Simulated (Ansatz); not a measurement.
**PbO in the rocksalt structure**

The computed numbers are results of PBEsol, scalar-relativistic (no spin polarisation) in the plane-wave PAW code Ansatz at 420 eV, 10×10×10 k-mesh, Gaussian smearing of 0.05 eV. The datasets are Ansatz's generated set soft_2.

```
CELL_PARAMETERS angstrom
0.00000 2.58878 2.58878
2.58878 0.00000 2.58878
2.58878 2.58878 0.00000
ATOMIC_POSITIONS crystal
Pb 0.50000 0.50000 0.50000
O 0.00000 0.00000 0.00000
```

This is a trial structure; measured cells of the compound in the Crystallography Open Database are in space groups Pbcm, P4/nmm.

The cell above was scaled in volume, its shape and atoms being fixed by the lattice's symmetry. Energies are counted from the cell above.

Cell and atoms are those of this level's equilibrium.

```tsv
V (Å³/atom)	ΔE (meV/atom)	P (GPa)
16.66	9.2	4.4
17.00	2.2	2.1
17.35	0.0	0.0
17.70	2.1	-1.9
18.04	?	?
```

(1) Fill in the withheld row.

(2) What do the points give for the equilibrium volume, the bulk modulus and its pressure derivative (third-order Birch–Murnaghan)?

Answers:

(1) ΔE (meV/atom): 8.0, P (GPa): -3.5.

(2) V0 = 17.35 Å³/atom, B0 = 99 GPa, B0′ = 4.4.

B0·V0 = 98.8 GPa × 17.35 Å³ = 10.69 eV/atom sets the scale: near the minimum ΔE ≈ ½ B0 V0 x², with x = V/V0 − 1, and a pressure of 1.0 GPa squeezes the volume by about 1 %. At the ends of the curve: x = −4.0 % predicts 8.5 meV/atom and the run gives 9.2; x = +4.0 % predicts 8.6 meV/atom and the run gives 8.0. Compression costs more and expansion less than the parabola says, since the crystal stiffens as it shrinks; B0′ measures that.

Scalar-relativistic only: spin–orbit splittings of the heavy atoms' levels are missing.
